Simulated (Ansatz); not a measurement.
A relaxation computed with Ansatz, from input to last step.

```yaml
crystal:
  lattice:
    - [-5.5073398843, 5.5073398843, -5.5073398843]
    - [5.5073398843, -5.5073398843, -5.5073398843]
    - [-5.5073398843, -5.5073398843, 5.5073398843]
  atoms:
    - { symbol: Al, position: [0.5, 0.2784614501, 0.25] }
    - { symbol: Al, position: [0.2514662518, 0.2523242749, 0.5023242749] }
    - { symbol: Al, position: [0.0008580231, 0.2485337482, 0.7508580231] }
    - { symbol: Al, position: [0.7784614501, 0.0, 0.25] }
    - { symbol: Al, position: [0.7523242749, 0.2523242749, 0.0014662518] }
    - { symbol: Al, position: [0.5, 0.0, 0.5284614501] }
    - { symbol: Al, position: [0.2476757251, 0.0, 0.7491419769] }
    - { symbol: Al, position: [-0.0008580231, 0.7476757251, 0.25] }
    - { symbol: Al, position: [0.9991419769, 1.0, 0.9976757251] }
    - { symbol: Al, position: [0.7523242749, 0.7514662518, 0.5023242749] }
    - { symbol: Al, position: [0.5, 0.7476757251, 0.7491419769] }
    - { symbol: Al, position: [0.2476757251, 0.4991419769, 0.25] }
    - { symbol: Al, position: [0.2215385499, 0.7215385499, -0.0284614501] }
    - { symbol: Al, position: [0.0008580231, 0.5008580231, 0.4985337482] }
    - { symbol: Al, position: [0.7485337482, 0.5008580231, 0.7508580231] }
    - { symbol: Al, position: [0.5, 0.4991419769, -0.0023242749] }
    - { symbol: P, position: [0.2466605777, 0.0, 0.497442558] }
    - { symbol: P, position: [0.0, 0.0, 0.75] }
    - { symbol: P, position: [0.747442558, 0.7466605777, 0.25] }
    - { symbol: P, position: [0.747442558, 0.0, -0.0033394223] }
    - { symbol: P, position: [0.5, 0.7466605777, 0.497442558] }
    - { symbol: P, position: [0.252557442, 0.752557442, 0.7492180197] }
    - { symbol: P, position: [0.0, 0.5, 0.25] }
    - { symbol: P, position: [-0.0007819803, 0.752557442, 0.002557442] }
    - { symbol: P, position: [0.7533394223, 0.5007819803, 0.5033394223] }
    - { symbol: P, position: [0.5, 0.5, 0.75] }
    - { symbol: P, position: [0.2466605777, 0.247442558, 0.25] }
    - { symbol: P, position: [0.252557442, 0.4992180197, 0.002557442] }
    - { symbol: P, position: [0.0007819803, 0.2533394223, 0.5033394223] }
    - { symbol: P, position: [0.7533394223, 0.2533394223, 0.7507819803] }
    - { symbol: P, position: [0.5, 0.247442558, -0.0033394223] }
  host:
    lattice:
      - [0.0, 2.7536699422, 2.7536699422]
      - [2.7536699422, 0.0, 2.7536699422]
      - [2.7536699422, 2.7536699422, 0.0]
    atoms:
      - { symbol: Al, position: [0.0, 0.0, 0.0] }
      - { symbol: P, position: [0.75, 0.75, 0.75] }
total_charge: 3
basis:
  ecutwfc: 420
  xc_grid: 2
kpoints:
  mp_grid: { grid: [2, 2, 2], shift: [0.5, 0.5, 0.5] }
hamiltonian:
  xc: pbe
scf:
  occupations: { method: gaussian, width: 0.01 }
output:
  forces: true
  stress: false
  eigenvalues: true
  charged_corrections:
    defect_position: [0.5, 0.0, 0.25]
    epsilon: [[10.3826, 0.0, 0.0], [0.0, 10.3826, 0.0], [0.0, 0.0, 10.3826]]
  write_density: true
  write_potential: true
  elf: true
  volumetric_format: npy
relax:
  adjacent_minimum: "off"
  f_tol: 0.025
  max_steps: 45
```

```bash
ansatz run input.yaml --threads 4 --pin off --max-ram 6144MiB --backend cpu --events-out ev --progress --plain --runs-dir out
```

Theory: DFT PBE, scalar-relativistic, plane waves, PAW in Ansatz 0.2.0.

The cell holds a point defect: P vacancy (site c), charge +3.

Of 4 frames 4 are shown, positions in Å and forces in eV/Å; the SCF threshold varies from step to step.

```xyz
31
Lattice="-5.5073 5.5073 -5.5073 5.5073 -5.5073 -5.5073 -5.5073 -5.5073 5.5073" Properties=species:S:1:pos:R:3:forces:R:3 pbc="T T T" step=1 free_energy_over_end_meV_per_atom=15.44
Al   -2.5969   -0.1567   -2.9104    0.5226   -0.5226   -0.5226
Al   -2.7617   -2.7712   -0.0081   -0.0332    0.0666   -0.0332
Al   -2.7712   -5.4993    2.7617    0.0666    0.0332    0.0332
Al   -5.6641    2.9104   -2.9104   -0.5226    0.5226   -0.5226
Al   -2.7617    2.7456   -5.5249   -0.0332   -0.0332    0.0666
Al   -5.6641   -0.1567    0.1567   -0.5226   -0.5226    0.5226
Al   -5.4898   -2.7617    2.7617   -0.0666   -0.0332    0.0332
Al    2.7456   -5.4993   -2.7361   -0.0332    0.0332   -0.0666
Al   -5.4898   -5.4993   -5.5154   -0.0666    0.0332   -0.0332
Al   -2.7712   -2.7617   -5.5154    0.0666   -0.0332   -0.0332
Al   -2.7617   -5.4898   -2.7456   -0.0332   -0.0666    0.0332
Al    0.0081   -2.7617   -2.7361    0.0332   -0.0332   -0.0666
Al    2.9104   -2.5969   -5.3506    0.5226    0.5226    0.5226
Al    0.0081   -5.4993   -0.0175    0.0332    0.0332    0.0666
Al   -5.4993   -2.7712   -2.7456    0.0332    0.0666    0.0332
Al    0.0081    0.0175   -5.5154    0.0332   -0.0666   -0.0332
P    -4.0980   -1.3811    1.3811    0.1001    0.1069   -0.1069
P    -4.1305   -4.1305    4.1305    0.0000    0.0000    0.0000
P    -1.3811   -1.3725   -6.8517    0.1069   -0.1069    0.1001
P    -4.0980    4.1348   -4.1348    0.1001   -0.1069    0.1069
P    -1.3811   -4.0980   -4.1262    0.1069    0.1001   -0.1069
P    -1.3725   -6.8799   -1.4093   -0.1069   -0.1069   -0.1001
P     1.3768   -4.1305   -1.3768    0.0000    0.0000    0.0000
P     4.1348   -4.1630   -4.1262   -0.1069   -0.1001   -0.1069
P    -4.1630   -1.3811   -4.1348   -0.1001    0.1069    0.1069
P    -4.1305   -4.1305   -1.3768    0.0000    0.0000    0.0000
P    -1.3725   -1.3811   -1.3444   -0.1069    0.1069    0.1001
P     1.3444   -1.3725   -4.1262   -0.1001   -0.1069   -0.1069
P    -1.3811   -4.1630    1.3725    0.1069   -0.1001    0.1069
P    -6.8885   -1.3811   -1.4093    0.1069    0.1069   -0.1001
P    -1.3725    1.4093   -4.1348   -0.1069    0.1001    0.1069
31
Lattice="-5.5073 5.5073 -5.5073 5.5073 -5.5073 -5.5073 -5.5073 -5.5073 5.5073" Properties=species:S:1:pos:R:3:forces:R:3 pbc="T T T" step=2 free_energy_over_end_meV_per_atom=1.90
Al   -2.4841   -0.2696   -3.0232    0.1341   -0.1341   -0.1341
Al   -2.7670   -2.7696   -0.0133   -0.1219   -0.1219   -0.1219
Al   -2.7696   -5.4940    2.7670   -0.1219    0.1219    0.1219
Al   -5.7769    3.0232   -3.0232   -0.1341    0.1341   -0.1341
Al   -2.7670    2.7404   -5.5233   -0.1219   -0.1219   -0.1219
Al   -5.7769   -0.2696    0.2696   -0.1341   -0.1341    0.1341
Al   -5.4914   -2.7670    2.7670    0.1219   -0.1219    0.1219
Al    2.7404   -5.4940   -2.7378   -0.1219    0.1219    0.1219
Al   -5.4914   -5.4940   -5.5206    0.1219    0.1219   -0.1219
Al   -2.7696   -2.7670   -5.5206   -0.1219   -0.1219   -0.1219
Al   -2.7670   -5.4914   -2.7404   -0.1219    0.1219    0.1219
Al    0.0133   -2.7670   -2.7378    0.1219   -0.1219    0.1219
Al    3.0232   -2.4841   -5.2378    0.1341    0.1341    0.1341
Al    0.0133   -5.4940   -0.0159    0.1219    0.1219   -0.1219
Al   -5.4940   -2.7696   -2.7404    0.1219   -0.1219    0.1219
Al    0.0133    0.0159   -5.5206    0.1219    0.1219   -0.1219
P    -4.0870   -1.3979    1.3979   -0.0521    0.0994   -0.0994
P    -4.1305   -4.1305    4.1305    0.0000    0.0000    0.0000
P    -1.3979   -1.3558   -6.8407    0.0994   -0.0994   -0.0521
P    -4.0870    4.1516   -4.1516   -0.0521   -0.0994    0.0994
P    -1.3979   -4.0870   -4.1094    0.0994   -0.0521   -0.0994
P    -1.3558   -6.8631   -1.4203   -0.0994   -0.0994    0.0521
P     1.3768   -4.1305   -1.3768    0.0000    0.0000    0.0000
P     4.1516   -4.1740   -4.1094   -0.0994    0.0521   -0.0994
P    -4.1740   -1.3979   -4.1516    0.0521    0.0994    0.0994
P    -4.1305   -4.1305   -1.3768    0.0000    0.0000    0.0000
P    -1.3558   -1.3979   -1.3333   -0.0994    0.0994   -0.0521
P     1.3333   -1.3558   -4.1094    0.0521   -0.0994   -0.0994
P    -1.3979   -4.1740    1.3558    0.0994    0.0521    0.0994
P    -6.9052   -1.3979   -1.4203    0.0994    0.0994    0.0521
P    -1.3558    1.4203   -4.1516   -0.0994   -0.0521    0.0994
31
Lattice="-5.5073 5.5073 -5.5073 5.5073 -5.5073 -5.5073 -5.5073 -5.5073 5.5073" Properties=species:S:1:pos:R:3:forces:R:3 pbc="T T T" step=3 free_energy_over_end_meV_per_atom=0.12
Al   -2.4426   -0.3111   -3.0647    0.0036   -0.0036   -0.0036
Al   -2.7756   -2.7775   -0.0219   -0.0298   -0.0510   -0.0298
Al   -2.7775   -5.4854    2.7756   -0.0510    0.0298    0.0298
Al   -5.8184    3.0647   -3.0647   -0.0036    0.0036   -0.0036
Al   -2.7756    2.7318   -5.5311   -0.0298   -0.0298   -0.0510
Al   -5.8184   -0.3111    0.3111   -0.0036   -0.0036    0.0036
Al   -5.4835   -2.7756    2.7756    0.0510   -0.0298    0.0298
Al    2.7318   -5.4854   -2.7299   -0.0298    0.0298    0.0510
Al   -5.4835   -5.4854   -5.5292    0.0510    0.0298   -0.0298
Al   -2.7775   -2.7756   -5.5292   -0.0510   -0.0298   -0.0298
Al   -2.7756   -5.4835   -2.7318   -0.0298    0.0510    0.0298
Al    0.0219   -2.7756   -2.7299    0.0298   -0.0298    0.0510
Al    3.0647   -2.4426   -5.1963    0.0036    0.0036    0.0036
Al    0.0219   -5.4854   -0.0238    0.0298    0.0298   -0.0510
Al   -5.4854   -2.7775   -2.7318    0.0298   -0.0510    0.0298
Al    0.0219    0.0238   -5.5292    0.0298    0.0510   -0.0298
P    -4.0858   -1.3991    1.3991   -0.0564    0.0367   -0.0367
P    -4.1305   -4.1305    4.1305    0.0000    0.0000    0.0000
P    -1.3991   -1.3545   -6.8395    0.0367   -0.0367   -0.0564
P    -4.0858    4.1528   -4.1528   -0.0564   -0.0367    0.0367
P    -1.3991   -4.0858   -4.1082    0.0367   -0.0564   -0.0367
P    -1.3545   -6.8619   -1.4215   -0.0367   -0.0367    0.0564
P     1.3768   -4.1305   -1.3768    0.0000    0.0000    0.0000
P     4.1528   -4.1752   -4.1082   -0.0367    0.0564   -0.0367
P    -4.1752   -1.3991   -4.1528    0.0564    0.0367    0.0367
P    -4.1305   -4.1305   -1.3768    0.0000    0.0000    0.0000
P    -1.3545   -1.3991   -1.3321   -0.0367    0.0367   -0.0564
P     1.3321   -1.3545   -4.1082    0.0564   -0.0367   -0.0367
P    -1.3991   -4.1752    1.3545    0.0367    0.0564    0.0367
P    -6.9065   -1.3991   -1.4215    0.0367    0.0367    0.0564
P    -1.3545    1.4215   -4.1528   -0.0367   -0.0564    0.0367
31
Lattice="-5.5073 5.5073 -5.5073 5.5073 -5.5073 -5.5073 -5.5073 -5.5073 5.5073" Properties=species:S:1:pos:R:3:forces:R:3 pbc="T T T" step=4 free_energy_over_end_meV_per_atom=0.00
Al   -2.4417   -0.3120   -3.0657    0.0011   -0.0011   -0.0011
Al   -2.7775   -2.7796   -0.0238    0.0047   -0.0036    0.0047
Al   -2.7796   -5.4835    2.7775   -0.0036   -0.0047   -0.0047
Al   -5.8194    3.0657   -3.0657   -0.0011    0.0011   -0.0011
Al   -2.7775    2.7298   -5.5333    0.0047    0.0047   -0.0036
Al   -5.8194   -0.3120    0.3120   -0.0011   -0.0011    0.0011
Al   -5.4814   -2.7775    2.7775    0.0036    0.0047   -0.0047
Al    2.7298   -5.4835   -2.7277    0.0047   -0.0047    0.0036
Al   -5.4814   -5.4835   -5.5312    0.0036   -0.0047    0.0047
Al   -2.7796   -2.7775   -5.5312   -0.0036    0.0047    0.0047
Al   -2.7775   -5.4814   -2.7298    0.0047    0.0036   -0.0047
Al    0.0238   -2.7775   -2.7277   -0.0047    0.0047    0.0036
Al    3.0657   -2.4417   -5.1953    0.0011    0.0011    0.0011
Al    0.0238   -5.4835   -0.0260   -0.0047   -0.0047   -0.0036
Al   -5.4835   -2.7796   -2.7298   -0.0047   -0.0036   -0.0047
Al    0.0238    0.0260   -5.5312   -0.0047    0.0036    0.0047
P    -4.0891   -1.3966    1.3966   -0.0044    0.0021   -0.0021
P    -4.1305   -4.1305    4.1305    0.0000    0.0000    0.0000
P    -1.3966   -1.3570   -6.8428    0.0021   -0.0021   -0.0044
P    -4.0891    4.1503   -4.1503   -0.0044   -0.0021    0.0021
P    -1.3966   -4.0891   -4.1107    0.0021   -0.0044   -0.0021
P    -1.3570   -6.8644   -1.4182   -0.0021   -0.0021    0.0044
P     1.3768   -4.1305   -1.3768    0.0000    0.0000    0.0000
P     4.1503   -4.1719   -4.1107   -0.0021    0.0044   -0.0021
P    -4.1719   -1.3966   -4.1503    0.0044    0.0021    0.0021
P    -4.1305   -4.1305   -1.3768    0.0000    0.0000    0.0000
P    -1.3570   -1.3966   -1.3355   -0.0021    0.0021   -0.0044
P     1.3355   -1.3570   -4.1107    0.0044   -0.0021   -0.0021
P    -1.3966   -4.1719    1.3570    0.0021    0.0044    0.0021
P    -6.9040   -1.3966   -1.4182    0.0021    0.0021    0.0044
P    -1.3570    1.4182   -4.1503   -0.0021   -0.0044    0.0021
```

Time: 27 s on 4 threads of Arm Neoverse V1 (shared host), peak memory 0.94 GiB.